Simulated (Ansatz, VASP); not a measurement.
# GaSi31H (Ga-H pair in Si) in two plane-wave programs

Aim: how closely do two programs agree when they are given the same cell, functional and k mesh? The cell is taken from a series of runs on this material, whose earlier steps may have relaxed, scaled, displaced or heated it; both programs get it as it stands.

Main program and level: Ansatz 0.2.0; plane waves, with VASP 6.6.1 beside it; single point at HSE06.

In doubt: a hybrid run on one k-point (step 3), which bears on gaps, levels and energies.

## Step 1: Set-up

The cell holds 33 atoms: 31 Si, 1 Ga and 1 H. Cell: a = 9.474 Å, b = 9.474 Å, c = 9.474 Å, α = 109.5°, β = 109.5°, γ = 109.5°. It derives from Si (Si (Fd-3m)). Nearest the centre at fractional (0.441, 0.500, 0.500): H33 at 0.84 Å, Ga32 at 1.09 Å, Si22 at 2.14 Å, Si25 at 2.73 Å, Si31 at 2.73 Å, Si26 at 2.73 Å, Si8 at 3.50 Å, Si7 at 3.50 Å.

## Step 2: VASP: single point, HSE06

With cell and atoms fixed, the geometry can't cause a difference; cores, projectors, grids and the points listed under the comparison can.

Lines of VASP's logs that name or quote its potential files are left out, and so is its time.

The run reads the wave functions of an earlier VASP run, which isn't shown here.

INCAR

```
SYSTEM = GaSi31H
PREC = Accurate
ENCUT = 400
EDIFF = 1E-06
NELM = 100
ISMEAR = -1
SIGMA = 0.01
LREAL = Auto
ALGO = Normal
LHFCALC = .TRUE.
AEXX = 0.25
GGA = PE
HFSCREEN = 0.208
LASPH = .TRUE.
NBANDS = 92
PRECFOCK = Fast
LORBIT = 11
LWAVE = .FALSE.
LCHARG = .FALSE.
ISIF = 2
```

POSCAR

```
GaSi31H
1.0
   -5.4697832414      5.4697832414      5.4697832414
    5.4697832414     -5.4697832414      5.4697832414
    5.4697832414      5.4697832414     -5.4697832414
Si Ga H
31 1 1
Direct
    0.0004984734      0.9996712417      0.4996924139
    0.9902915011      0.2444827171      0.2442466054
    0.0004769738      0.5000257507      0.9993753611
    0.0068181062      0.7555825694      0.7553376776
    0.2491808708      0.9979255094      0.2493418650
    0.2490815486      0.2491413281      0.9978394002
    0.2458368315      0.4998384008      0.7554185928
    0.2457748360      0.7551950761      0.4998141228
    0.5007737847      0.0003194697      0.9999868647
    0.4997796080      0.2485919640      0.7503433816
    0.4997644537      0.7506683488      0.2483524748
    0.7511932534      0.0018429520      0.7513654804
    0.7511754392      0.2441204848      0.4998726710
    0.7511943816      0.4998271950      0.2443687275
    0.7511129736      0.7511244279      0.0019179288
    0.0000915947      0.0001276061      0.2512167417
    0.0001447174      0.2515941603      0.9999356272
    0.9964454957      0.4999384746      0.7504357454
    0.9965275019      0.7507994007      0.4997566920
    0.2552470623      0.0030883331      0.0031950118
    0.2485965629      0.2484299890      0.7483485732
    0.2151253582      0.4997261488      0.4999160179
    0.2485719947      0.7483304108      0.2484851926
    0.4999084337      0.9997536208      0.7510017686
    0.5017895079      0.2378069297      0.4997674336
    0.5016100864      0.4999913920      0.2372728069
    0.4999814793      0.7514223712      0.9995964199
    0.7519980017      0.9964884613      0.4999589574
    0.7456599896      0.2489953225      0.2491037718
    0.7519677300      0.4997691734      0.9966852032
    0.7640467184      0.7621307904      0.7622739218
    0.5564665053      0.5001112502      0.4996301568
    0.3526797502      0.4995424068      0.4996849847
```

KPOINTS

```
Automatic mesh
0
Gamma
1 1 1
0 0 0
```

Potentials, in the order of the species: Si, Ga_d and H (PBE family, release 64).

On the command line:

```
export OMP_NUM_THREADS=3
mpirun -np 1 vasp_gam
```

Numbers of over 12 decimals in the logs are rounded to 6 here.

Log:

```text
[banner, memory and clock lines left out]
running    1 mpi-ranks, on    1 nodes
[...]
Offloading initialized ...    1 GPUs detected
[...]
LDA part: xc-table for (Slater+PW92), standard interpolation
 found WAVECAR, reading the header
 POSCAR, INCAR and KPOINTS ok, starting setup
[...]
reading WAVECAR
 the WAVECAR file was read successfully
 initial charge from wavefunction
 entering main loop
       N       E                     dE             d eps       ncg     rms          rms(c)
DAV:   1    -0.196917094990E+03   -0.19692E+03   -0.64439E+00   224   0.942E+00    0.141E+01
DAV:   2    -0.196953530550E+03   -0.36436E-01   -0.22304E-01   248   0.204E+00    0.882E+00
DAV:   3    -0.196946903617E+03    0.66269E-02   -0.21835E-02   264   0.511E-01    0.524E+00
DAV:   4    -0.196944018550E+03    0.28851E-02   -0.19430E-03   224   0.145E-01    0.305E+00
[...]
DAV:   9    -0.196942430656E+03    0.10298E-04   -0.48149E-06   192   0.604E-03    0.182E-01
DAV:  10    -0.196942428407E+03    0.22487E-05   -0.14638E-06   100   0.345E-03    0.104E-01
DAV:  11    -0.196942428434E+03   -0.26272E-07   -0.73275E-07   104   0.271E-03
   1 F= -.19694243E+03 E0= -.19694243E+03  d E =-.848343E-11
```

From OUTCAR (step 2):

```text
  Total        4.2186709      4.2277015      4.2073533     -3.1416910      3.0888376     -3.1563368
  in kB       10.3256141     10.3477173     10.2979131     -7.6895994      7.5602354     -7.7254463
  external PRESSURE =      10.3237482 kB  Pullay stress =       0.0000000 kB

 POSITION                                       TOTAL-FORCE (eV/Angst)
 -----------------------------------------------------------------------------------
      8.19847     -2.73205      2.73750         0.005590     -0.004188     -0.015333
     -2.74344      5.41539      5.41797         0.042669     -0.034830     -0.034604
      8.19879      2.73394     -2.72873         0.005474     -0.014244     -0.006643
      8.22711      0.03595      0.03863        -0.077063     -0.022629     -0.023891
      5.45932     -2.73162      5.45756        -0.014373      0.005771     -0.012894
      5.45829      5.45764     -2.73279        -0.013611     -0.014921      0.006566
      5.52131      2.74264     -0.05329         0.034905     -0.041090     -0.033901
      5.52029     -0.05254      2.74121         0.032163     -0.033576     -0.041425
      2.73233      8.20709     -2.72884         0.013769     -0.004871     -0.006340
      2.73027      5.47816     -0.01079        -0.005498      0.012563     -0.014265
      2.73082     -0.01396      5.48116        -0.004782     -0.013218      0.011465
      0.01102      8.20859      0.00914         0.013836      0.004579      0.013201
     -0.03929      5.50768      2.70986         0.022580     -0.023831      0.079592
     -0.03828      2.71157      5.50617         0.022620      0.077543     -0.021330
[...]
-----------------------------------------------------------------------------------
    total drift:                               -0.000710      0.001024     -0.000734

  FREE ENERGIE OF THE ION-ELECTRON SYSTEM (eV)
  ---------------------------------------------------
  free  energy   TOTEN  =      -196.9424284336 eV

  energy  without entropy=     -196.9424284336  energy(sigma->0) =     -196.94242843

[... 3 further parts left out ...]
[key lines of the parts left out:]
E-fermi :   5.5385
```

The run ends at a pressure of 1.03 GPa, with forces up to 5.0 eV/Å.

(Continued in part 2 of 2.)

[Lines on the potential files, build, host, timing and source positions are cut from VASP's logs without a mark.]

[Logs are printed without paths, hosts, clocks, repeated set-up lines and the standing remarks that a program may print on its own settings, such as how far it seeks lower states.]

[Hosts, paths, dates, database ids (printed as entryN), source tags and the programs' standing remarks are cut or masked in the printed files.]
